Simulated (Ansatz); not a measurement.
# Li16TeSe7: the cost of one run

Program: Ansatz 0.2.0. Level of theory: DFT, PBE, plane-wave PAW, default files, scalar-relativistic, as far as a step names no other. These are calculated values, not measurements.

1 further run of the same task is left out (it didn't finish).

## 1. The starting structure

It takes space group Fm-3m (No. 225, cubic). Conventional cell: a = 11.904 Å, b = 11.904 Å, c = 11.904 Å, α = 90.00°, β = 90.00°, γ = 90.00°. Around Li (site symmetry 3m) lie 4 Se at 2.58 Å. Li (site symmetry 3m) has 3 Se at 2.58 Å and 1 Te at 2.58 Å as nearest neighbours. Te (site symmetry m-3m) has 8 Li at 2.58 Å as nearest neighbours. Se (site symmetry mmm) has 8 Li at 2.58 Å as nearest neighbours. Around Se (site symmetry m-3m) lie 8 Li at 2.58 Å.

Coordinates:

```cif
data_structure
_symmetry_space_group_name_H-M 'Fm-3m'
_symmetry_Int_Tables_number 225
_cell_length_a 11.9042
_cell_length_b 11.9042
_cell_length_c 11.9042
_cell_angle_alpha 90.000
_cell_angle_beta 90.000
_cell_angle_gamma 90.000
_cell_volume 1686.93
loop_
_atom_site_label
_atom_site_type_symbol
_atom_site_symmetry_multiplicity
_atom_site_Wyckoff_symbol
_atom_site_fract_x
_atom_site_fract_y
_atom_site_fract_z
_atom_site_occupancy
Li1 Li 32 f 0.37500 0.87500 0.87500 1
Li2 Li 32 f 0.37500 0.12500 0.62500 1
Te1 Te 4 a 0.00000 0.00000 0.00000 1
Se1 Se 24 d 0.25000 0.25000 0.00000 1
Se2 Se 4 b 0.50000 0.00000 0.00000 1
```

Atom 17 of the input is the impurity.

## 2. First run, atoms as given

input.yaml

```yaml
crystal:
  lattice:
    - [0.0, 5.9520885296, 5.9520885296]
    - [5.9520885296, 0.0, 5.9520885296]
    - [5.9520885296, 5.9520885296, 0.0]
  atoms:
    - { symbol: Li, position: [0.375, 0.375, 0.375] }
    - { symbol: Li, position: [0.375, 0.375, 0.875] }
    - { symbol: Li, position: [0.375, 0.875, 0.375] }
    - { symbol: Li, position: [0.375, 0.875, 0.875] }
    - { symbol: Li, position: [0.875, 0.375, 0.375] }
    - { symbol: Li, position: [0.875, 0.375, 0.875] }
    - { symbol: Li, position: [0.875, 0.875, 0.375] }
    - { symbol: Li, position: [0.875, 0.875, 0.875] }
    - { symbol: Li, position: [0.125, 0.125, 0.125] }
    - { symbol: Li, position: [0.125, 0.125, 0.625] }
    - { symbol: Li, position: [0.125, 0.625, 0.125] }
    - { symbol: Li, position: [0.125, 0.625, 0.625] }
    - { symbol: Li, position: [0.625, 0.125, 0.125] }
    - { symbol: Li, position: [0.625, 0.125, 0.625] }
    - { symbol: Li, position: [0.625, 0.625, 0.125] }
    - { symbol: Li, position: [0.625, 0.625, 0.625] }
    - { symbol: Te, position: [0.0, 0.0, 0.0] }
    - { symbol: Se, position: [0.0, 0.0, 0.5] }
    - { symbol: Se, position: [0.0, 0.5, 0.0] }
    - { symbol: Se, position: [0.0, 0.5, 0.5] }
    - { symbol: Se, position: [0.5, 0.0, 0.0] }
    - { symbol: Se, position: [0.5, 0.0, 0.5] }
    - { symbol: Se, position: [0.5, 0.5, 0.0] }
    - { symbol: Se, position: [0.5, 0.5, 0.5] }
kpoints:
  mp_grid: { grid: [3, 3, 3] }
scf:
  occupations: { method: fermi_dirac, width: 0.01 }
hamiltonian:
  xc: pbe
  pseudopotentials: { kind: paw }
output:
  forces: true
  stress: true
  populations: true
  efg: { quadrupole_moments_barn: { Li: -0.0401 }, contact_densities: true }
```

Launch:

```console
$ ansatz run input.yaml --threads 1 --pin off --max-ram 3072MiB --backend cpu --events-out ev --progress --plain --runs-dir out
```

**Question.** How long does this run take on 1 thread of Arm Neoverse N1, shared host, and how much memory does it need?

About 42 s, with a peak of 0.83 GiB.
